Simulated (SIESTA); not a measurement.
Write the native input for SIESTA 5.4.2 that does the following.

| Property | Result |
| --- | --- |
| Task | band structure |
| Functional | LDA |
| Potentials or basis | PseudoDojo 0.4 standard (LDA files) |
| Basis | DZP (energy shift 0.003 Ry; two zetas on semicore shells) |
| Grid cutoff | 800 Ry |
| Energy shift | 0.003 Ry |
| k mesh | 10 × 10 × 10 |
| Occupations | fermi-dirac, width 0.05 eV |
| Spin | no spin polarisation |

The system is MoS2.

```
CELL_PARAMETERS angstrom
1.58000 0.91221 6.15000
-1.58000 0.91221 6.15000
0.00000 -1.82443 6.15000
ATOMIC_POSITIONS crystal
Mo 0.00000 0.00000 0.00000
S 0.41700 0.41700 0.41700
S 0.25000 0.25000 0.25000
```

Measurements of this composition are mostly on another form, of space group No. 194.

One way to write it, as run:

MoS2.fdf

```
SystemName                      MoS2
SystemLabel                     MoS2
NumberOfSpecies                 2
NumberOfAtoms                   3
%block ChemicalSpeciesLabel
  1  42 Mo
  2  16 S
%endblock ChemicalSpeciesLabel

LatticeConstant                 1.0 Ang
%block LatticeVectors
     1.5800000000     0.9122134253     6.1500000000
    -1.5800000000     0.9122134253     6.1500000000
     0.0000000000    -1.8244268506     6.1500000000
%endblock LatticeVectors
AtomicCoordinatesFormat         Fractional
%block AtomicCoordinatesAndAtomicSpecies
     0.0000000000     0.0000000000     0.0000000000  1  Mo
     0.4170000000     0.4170000000     0.4170000000  2  S
     0.2500000000     0.2500000000     0.2500000000  2  S
%endblock AtomicCoordinatesAndAtomicSpecies

%block kgrid.MonkhorstPack
   10   0   0  0.0
    0  10   0  0.0
    0   0  10  0.0
%endblock kgrid.MonkhorstPack
XC.Functional                   LDA
XC.Authors                      PW92
PAO.BasisSize                   DZP
PAO.EnergyShift                 0.003 Ry
Mesh.Cutoff                     800 Ry
OccupationFunction              FD
ElectronicTemperature           0.05 eV
MaxSCFIterations                120
SCF.MustConverge                false
SCF.Mixer.Method                Pulay
SCF.Mixer.Weight                0.25
SCF.Mixer.History               8
SCF.DM.Tolerance                5.0e-05
SCF.H.Tolerance                 1.0e-03 eV
WriteForces                     true
Charge.Mulliken                 end
BandLinesScale                  ReciprocalLatticeVectors
%block BandLines
    1    0.000000   0.000000   0.000000  \Gamma
   13    0.500000   0.000000   0.000000  L
    8    0.500000   0.181334  -0.181334  B1
    1    0.818666   0.500000   0.181334  B
   14    0.500000   0.500000   0.500000  Z
    6    0.000000   0.000000   0.000000  \Gamma
   15    0.340667   0.000000  -0.340667  X
    1    0.659333   0.340667   0.000000  Q
    7    0.500000   0.500000   0.000000  F
    2    0.659333   0.659333   0.181334  P1
   12    0.500000   0.500000   0.500000  Z
    1    0.500000   0.000000   0.000000  L
    4    0.818666   0.340667   0.340667  P
%endblock BandLines
%block PAO.Basis
  Mo 5
  n=4 0 2
    3.234 0.000
  n=5 0 2
    8.826 0.000
  n=4 1 2
    3.729 0.000
  n=5 1 1
    8.826
  n=4 2 2
    6.749 0.000
%endblock PAO.Basis
```

Potentials or basis: PseudoDojo 0.4 standard (LDA files), DZP (energy shift 0.003 Ry; two zetas on semicore shells).

Run with:

```console
$ siesta < MoS2.fdf > MoS2.out 2>&1
```

It gave:

```json
{
  "Pressure": "0.6 GPa",
  "Largest force": "0.535 eV/Å",
  "Band gap on the k mesh": "0.94 eV, indirect (least direct gap 1.99 eV)",
  "Band gap along the path": "0.92 eV, indirect (least direct gap 1.76 eV)"
}
```

Caveat: the basis of atomic orbitals isn't converged, which shifts pressures, moduli and gaps.

It took 4.2 min on 1 thread of Intel(R) Xeon(R) 6975P-C (Granite Rapids), on a shared host, peak memory 1.3 GiB.
